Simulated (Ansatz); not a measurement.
**Ca: energy along a strain**

Ca, Pm-3m, a = 3.447 Å. This isn't the element's structure at ambient conditions. Ansatz: PBEsol, PAW, 420 eV, Γ-centred 18×18×18 mesh on 1 atom, Gaussian smearing 0.15 eV; no spin polarisation. Cell vectors (Å): 3.447 0.000 0.000; 0.000 3.447 0.000; 0.000 0.000 3.447. The cell is strained by x per cent times the pattern (0 1 0 0 0 0) in the order xx yy zz yz xz xy (engineering shears), with fractional coordinates held. y is the free energy over the start, V0 = 40.964 Å³/atom.

| x (%) | y (meV/atom) |
| --- | --- |
| -2.00 | ? |
| -1.50 | 1.97 |
| -1.00 | 0.97 |
| -0.50 | 0.31 |
| 0.00 | 0.00 |
| 0.50 | 0.02 |
| 1.00 | 0.35 |
| 1.50 | 1.00 |
| 1.75 | 1.44 |
| 2.00 | 1.95 |

Task: Fit y = c1 x + c2 x² + c3 x³ to the other rows, get the stiffness along the pattern, and predict the missing energy.

Result: Least squares on the rows shown. y = −0.2946 x + 0.6603 x² − 0.01270 x³. The clamped-ion stiffness p·C·p = 2 × 6.603 eV × 160.2 / 40.964 Å³ = 52 GPa, which is C22 in these axes (C11 of the cubic crystal); c1 is there for the stress left in the start, which by itself gives a slope of -0.29 meV/atom per %. At x = -2.00 the fit asked for gives 3.33 meV/atom. The run gave 3.34 meV/atom, so the fit is 0.01 meV/atom too low, a small miss on the scale of the series.